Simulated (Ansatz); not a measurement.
Geometry optimisation in Ansatz: input, command and trajectory.

```yaml
crystal:
  lattice:
    - [3.5145567618, 0.0, 0.0]
    - [-1.566258415, 4.5510759249, 0.0]
    - [1.2590956173, -1.0108030832, 6.353156027]
  atoms:
    - { symbol: Ca, position: [0.5860246171, 0.3626093117, 0.4057969889] }
    - { symbol: Ca, position: [0.202621857, 0.6405847529, 0.7355906853] }
    - { symbol: Ca, position: [0.6555741348, 0.8390923918, 0.3070855742] }
    - { symbol: O, position: [0.3465805824, 0.0676121244, 0.5179444543] }
    - { symbol: O, position: [0.8470124716, 0.239326959, 0.118514404] }
    - { symbol: O, position: [0.2275212309, 0.5371203462, 0.0511640781] }
basis:
  ecutwfc: 420
kpoints:
  mp_grid: { grid: [6, 4, 4] }
hamiltonian:
  xc: pbe
scf:
  occupations: { method: gaussian, width: 0.1 }
  lower_state_search: "off"
output:
  forces: true
  stress: true
  eigenvalues: true
relax:
  adjacent_minimum: "off"
  f_tol: 0.04
  max_steps: 70
  cell: { stress_tol: 0.4 }
```

```bash
ansatz run input.yaml --threads 1 --pin off --max-ram 2560MiB --backend cpu --events-out ev --progress --plain --runs-dir out
```

All numbers below come from DFT PBE, scalar-relativistic, plane waves, PAW in Ansatz.

Of 33 frames 10 are shown, positions in Å and forces in eV/Å; the SCF threshold varies from step to step. Steps run on the plane waves of an earlier cell, with a Pulay correction in the pressure. The basis is chosen afresh for the last frame, the zero of the energies, and at times for earlier ones too; energy and pressure step there, also at an unchanged geometry. Here that happened at steps 25 (-154 meV/atom, 8.9 GPa), 29 (-10 meV/atom, 0.9 GPa); the frames before carry an error of that size.

```xyz
6
Lattice="3.5146 0.0000 0.0000 -1.5663 4.5511 0.0000 1.2591 -1.0108 6.3532" Properties=species:S:1:pos:R:3:forces:R:3 pbc="T T T" step=1 free_energy_over_end_meV_per_atom=2577.50 pressure_GPa=24.56
Ca    2.0026    1.2401    2.5781    0.5577   10.2812   -4.6602
Ca    0.6350    2.1718    4.6733   -0.5688    0.6862    3.5824
Ca    1.3765    3.5084    1.9510    2.4304   -0.5462   -4.6977
O     1.7643   -0.2158    3.2906   -3.2636  -10.0928    6.8119
O     2.7512    0.9694    0.7529    0.7164   -1.7472   -1.4494
O     0.0228    2.3928    0.3251    0.1280    1.4188    0.4130
6
Lattice="3.6125 -0.0131 -0.1020 -1.6268 5.1143 0.1430 1.1135 -1.0032 6.2909" Properties=species:S:1:pos:R:3:forces:R:3 pbc="T T T" step=5 free_energy_over_end_meV_per_atom=1163.28 pressure_GPa=1.29
Ca    1.6034    1.2554    2.2024   -0.5177   -0.3253   -1.8138
Ca    0.3055    3.0831    5.2495   -0.5396    1.5539    0.2287
Ca    1.6889    4.0211    1.6573    0.7298   -1.0502    1.0767
O     1.7559   -0.6410    3.2186   -0.0253   -0.5556    0.2231
O     2.9534    0.6468    0.6202    0.3234    0.5818    0.2516
O     0.0522    3.1930    0.5816    0.0295   -0.2048    0.0339
6
Lattice="3.5470 0.1569 -0.1659 -1.3776 5.2838 0.3244 0.9257 -0.7832 6.0548" Properties=species:S:1:pos:R:3:forces:R:3 pbc="T T T" step=8 free_energy_over_end_meV_per_atom=709.45 pressure_GPa=1.68
Ca    1.3456    1.2960    1.6990   -0.4893    0.5658   -0.7997
Ca    0.3001    3.9650    5.4147    0.0645    0.6833    0.0102
Ca    1.8857    4.1825    1.9047    0.4309   -0.7221    1.0843
O     1.6020   -0.4717    3.0577   -0.0779   -0.1905    0.0788
O     3.0730    0.6671    0.4985    0.1176    0.1022   -0.6278
O     0.2338    3.3318    0.7553   -0.0459   -0.4389    0.2543
6
Lattice="3.4122 0.0671 -0.2811 -1.4337 5.3350 0.9175 0.6950 -0.0616 6.0047" Properties=species:S:1:pos:R:3:forces:R:3 pbc="T T T" step=12 free_energy_over_end_meV_per_atom=438.36 pressure_GPa=-1.37
Ca    1.3072    1.5945    1.3395    0.1326    0.2013   -0.0670
Ca    0.3708    4.8250    5.9722   -0.0363    0.0434    0.0192
Ca    1.6437    4.3049    2.6353   -0.0412    0.2225    0.0827
O     1.4318   -0.0431    2.9421   -0.0376   -0.0812   -0.0587
O     2.9014    0.5061    0.0369    0.0365   -0.1211   -0.0608
O    -0.2447    3.2049    1.5597   -0.0539   -0.2649    0.0845
6
Lattice="3.3722 -0.0721 -0.0105 -1.5962 5.2100 0.9824 1.2099 0.1891 5.9650" Properties=species:S:1:pos:R:3:forces:R:3 pbc="T T T" step=15 free_energy_over_end_meV_per_atom=402.83 pressure_GPa=0.32
Ca    1.4262    1.5827    1.4417   -0.2284   -0.2208   -0.1789
Ca    0.9174    4.9651    5.9948    0.3339    0.1809   -0.0196
Ca    1.4501    4.1374    2.9031   -0.0060   -0.0555   -0.0774
O     1.3714   -0.0639    3.0883   -0.2055   -0.0602    0.2770
O     3.0686    0.4512    0.2610   -0.0672   -0.0669   -0.1239
O    -0.2745    3.1206    1.6620    0.1732    0.2225    0.1227
6
Lattice="3.3791 -0.0792 0.1284 -1.6085 5.0461 1.2686 1.4654 0.7096 5.7172" Properties=species:S:1:pos:R:3:forces:R:3 pbc="T T T" step=19 free_energy_over_end_meV_per_atom=355.22 pressure_GPa=-0.29
Ca    1.4424    1.6525    1.4070    0.0083   -0.0151   -0.0470
Ca    1.3551    5.4202    6.0067   -0.0320    0.1088   -0.0329
Ca    1.4398    4.0101    3.2356   -0.0176   -0.0611    0.0454
O     1.3353    0.0498    3.0841   -0.0268   -0.0412    0.1114
O     3.1515    0.6066    0.3056    0.0486    0.0004   -0.0709
O    -0.2325    3.1049    1.9492    0.0195    0.0082   -0.0060
6
Lattice="3.4731 -0.0913 0.1456 -1.6660 4.7764 1.5876 1.5336 1.2223 5.3848" Properties=species:S:1:pos:R:3:forces:R:3 pbc="T T T" step=22 free_energy_over_end_meV_per_atom=290.47 pressure_GPa=0.18
Ca    1.4882    1.7244    1.2988    0.0732    0.4779   -0.1338
Ca    1.4258    5.7330    5.9648   -0.1057    0.2473   -0.4550
Ca    1.4641    3.8200    3.5262   -0.0505   -0.2265    0.3118
O     1.3716    0.1769    2.9625    0.0136   -0.2055    0.3979
O     3.2552    0.7452    0.1886    0.0519    0.2019   -0.2551
O    -0.2530    2.9811    2.2434    0.0175   -0.4953    0.1345
6
Lattice="3.4814 -0.1001 0.1490 -1.6811 4.9689 1.7390 1.5453 1.3907 5.3133" Properties=species:S:1:pos:R:3:forces:R:3 pbc="T T T" step=26 free_energy_over_end_meV_per_atom=55.54 pressure_GPa=5.03
Ca    1.5034    1.9026    1.2821    0.0032   -0.0201   -0.0152
Ca    1.4126    6.1400    5.9829    0.0048    0.0102    0.0026
Ca    1.4594    4.0188    3.6336   -0.0044    0.0210   -0.0090
O     1.3774    0.1644    2.9937   -0.0066   -0.0117   -0.0108
O     3.2661    0.7947    0.1772    0.0081   -0.0135    0.0096
O    -0.2586    3.0114    2.3786   -0.0050    0.0140    0.0228
6
Lattice="3.4184 -0.0980 0.1492 -1.6503 5.2591 1.9706 1.5225 1.6503 5.4363" Properties=species:S:1:pos:R:3:forces:R:3 pbc="T T T" step=29 free_energy_over_end_meV_per_atom=1.28 pressure_GPa=0.91
Ca    1.4774    2.0362    1.3780   -0.0002    0.0014    0.0019
Ca    1.3922    6.6429    6.3163    0.0004   -0.0039   -0.0026
Ca    1.4349    4.3388    3.8474   -0.0003    0.0062   -0.0016
O     1.3547    0.2811    3.0361   -0.0004   -0.0005    0.0016
O     3.2078    0.8360    0.2182    0.0006   -0.0013   -0.0007
O    -0.2531    3.2373    2.5378   -0.0001   -0.0018    0.0015
6
Lattice="3.4113 -0.0975 0.1492 -1.6465 5.3141 2.0120 1.5199 1.6959 5.4602" Properties=species:S:1:pos:R:3:forces:R:3 pbc="T T T" step=33 free_energy_over_end_meV_per_atom=0.00 pressure_GPa=0.01
Ca    1.4745    2.0615    1.3957    0.0000    0.0001    0.0000
Ca    1.3901    6.7349    6.3772    0.0000   -0.0003   -0.0003
Ca    1.4323    4.3982    3.8864    0.0000    0.0002    0.0002
O     1.3521    0.3012    3.0452    0.0000   -0.0001    0.0000
O     3.2013    0.8444    0.2250    0.0000   -0.0001   -0.0002
O    -0.2522    3.2786    2.5664    0.0000    0.0001    0.0002
```

The start is a random arrangement. At the end the space group is Fm-3m (tolerance 0.05 Å).

The run took 7.7 min on 1 thread of Arm Neoverse V2 (shared host), peak memory 0.39 GiB.

The k mesh is coarse.